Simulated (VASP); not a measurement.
# Settings for HfN: energy along a vibration (SMASS = -2)

HfN, atoms displaced along the mode, 2 atoms in the cell. PBEsol, energy along a line of displacements; PAW potentials Hf, N (PBE set). VASP 6.6.1.

Wanted: harmonic frequency within 1 %.

Mode: optical mode at Gamma along [111].

POSCAR:
```
HfN
1.0
    0.0000000000      2.2560000000      2.2560000000
    2.2560000000      0.0000000000      2.2560000000
    2.2560000000      2.2560000000      0.0000000000
Hf N
1 1
Direct
   -0.0007448716     -0.0007448716     -0.0007448716
    0.5094918353      0.5094918353      0.5094918353

    0.0008402152   0.0008402152   0.0008402152
   -0.0107067902  -0.0107067902  -0.0107067902
```

The series start from k mesh: 7 × 7 × 7; Cutoff (eV): 520; Step along the mode (Å): 0.02; Electronic threshold (eV): 1e-7; Smearing width (eV): 0.15; Precision and projection: Accurate, reciprocal space. Each series keeps the choices made before it, and each single choice may use up half of a tolerance.

## k mesh

| k mesh | Harmonic frequency (THz) | Time (s) |
|---|---|---|
| 3 × 3 × 3 | 17.45 | 14 |
| 5 × 5 × 5 | 16.02 | 21 |
| 6 × 6 × 6 | 15.37 | 38 |
| 7 × 7 × 7 | 15.4 | 44 |
| 9 × 9 × 9 | 15.07 | 106 |
| 11 × 11 × 11 (reference) | 15.04 | 164 |

Chosen: 9 × 9 × 9, the loosest value from which every tighter one stays within half of the tolerance.

## Cutoff (eV)

| Cutoff (eV) | Harmonic frequency (THz) | Time (s) |
|---|---|---|
| 280 | 14.97 | 56 |
| 340 | 15.01 | 69 |
| 400 | 15.09 | 70 |
| 460 | 15.07 | 98 |
| 520 | 15.07 | 106 |
| 600 (reference) | 15.07 | 218 |

Chosen: 340.

## Electronic threshold (eV)

| Electronic threshold (eV) | Harmonic frequency (THz) | Time (s) |
|---|---|---|
| 0.001 | 15.03 | 70 |
| 0.0001 | 15.01 | 79 |
| 1e-5 | 15.01 | 91 |
| 1e-6 | 15.01 | 97 |
| 1e-7 | 15.01 | 69 |
| 1e-8 (reference) | 15.01 | 130 |

Chosen: 0.001.

## Smearing width (eV)

| Smearing width (eV) | Harmonic frequency (THz) | Time (s) |
|---|---|---|
| 0.4 | 15.11 | 70 |
| 0.3 | 15.02 | 66 |
| 0.2 | 14.99 | 61 |
| 0.15 | 15.03 | 70 |
| 0.1 (reference) | 15.06 | 73 |

Chosen: 0.4.

## Precision and projection

| Precision and projection | Harmonic frequency (THz) | Time (s) |
|---|---|---|
| Accurate, reciprocal space | 15.11 | 70 |
| Normal, reciprocal space | 15.09 | 28 |
| Normal, Auto | 15.1 | 55 |

Chosen: Normal, reciprocal space, the fastest of those that stay within half of the tolerance.

## All choices together

| Input | Harmonic frequency (THz) | Time (s) |
|---|---|---|
| defaults on a coarse mesh (naive) | 14.8 | 5.9 |
| chosen settings | 15.09 | 28 |
| reference settings throughout | 14.99 | 463 |

The tolerance is met.

## The input

INCAR:
```
SYSTEM = HfN
ALGO = Normal ; EDIFF = 0.001
ENCUT = 340 ; GGA = PS
IBRION = 0 ; ISMEAR = 1
ISYM = 0 ; KPAR = 2
LASPH = .True. ; LCHARG = .False.
LREAL = .False. ; LWAVE = .False.
NELMIN = 4 ; NSW = 9
POTIM = 1 ; PREC = Normal
SIGMA = 0.4 ; SMASS = -2
```

KPOINTS:
```
Automatic mesh
0
Gamma
  9 9 9
  0 0 0
```

Commands:
```
cat potpaw_PBE.64/Hf/POTCAR potpaw_PBE.64/N/POTCAR > POTCAR
mpirun -np 2 vasp_std > vasp.out
```

Limits: NELMIN = 4 forces that many electronic steps, so a loose EDIFF looks better here than it is.

The chosen input took VASP 6.6.1 28 s on 2 cores (Intel Xeon Platinum 8375C @ 2.90GHz (Ice Lake)), a shared host.
